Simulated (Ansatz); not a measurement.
**What spin–orbit coupling does to the bands of GaSb**

```xyz
2
Lattice="0.0000 3.0590 3.0590 3.0590 0.0000 3.0590 3.0590 3.0590 0.0000" Properties=species:S:1:pos:R:3 pbc="T T T"
Ga    0.0000    0.0000    0.0000
Sb    4.5885    4.5885    4.5885
```

Atoms are numbered in the order listed.

The cell is COD entry 9008847, as deposited and not checked against the literature; nothing was relaxed. It differs from other determinations.

Levels of theory: DFT, PBE, all-electron LAPW, scalar-relativistic (Ansatz 0.2.0); DFT, PBE, all-electron LAPW, Dirac equation with spin-orbit coupling (Ansatz 0.2.0).

The runs use a Γ-centred 12×12×12 k mesh, Fermi–Dirac smearing of 0.08 eV, basis error target 1 meV/atom, no spin polarisation.

Levels between -8 and 2 eV, each run counted from its own valence-band top where it has a gap, else its Fermi level. Scalar levels are listed once for both spins; with the coupling every spinor state is counted. Levels near the edges of the range can cross them.

Q: At Γ (0.000, 0.000, 0.000) the scalar-relativistic levels are 0.00 (×3), 0.04. What are they with spin–orbit coupling?

A: -0.74 (×2), -0.21 (×2), -0.03 (×4).

Q: At X (-0.500, -0.500, 0.000) the scalar-relativistic levels are -6.80, -2.57 (×2), 0.92, 1.26. What are they with spin–orbit coupling?

A: -7.06 (×2), -2.96 (×2), -2.71 (×2), 0.66 (×2), 1.01 (×2).

Q: At L (0.000, 0.000, 0.500) the scalar-relativistic levels are -6.35, -1.15 (×2), 0.41. What are they with spin–orbit coupling?

A: -6.62 (×2), -1.62 (×2), -1.21 (×2), 0.16 (×2).

Q: Without the coupling the gap is 0.04 eV, direct at Γ (so small a gap may close at points that the mesh and path miss). And with it?

A: It is closed.
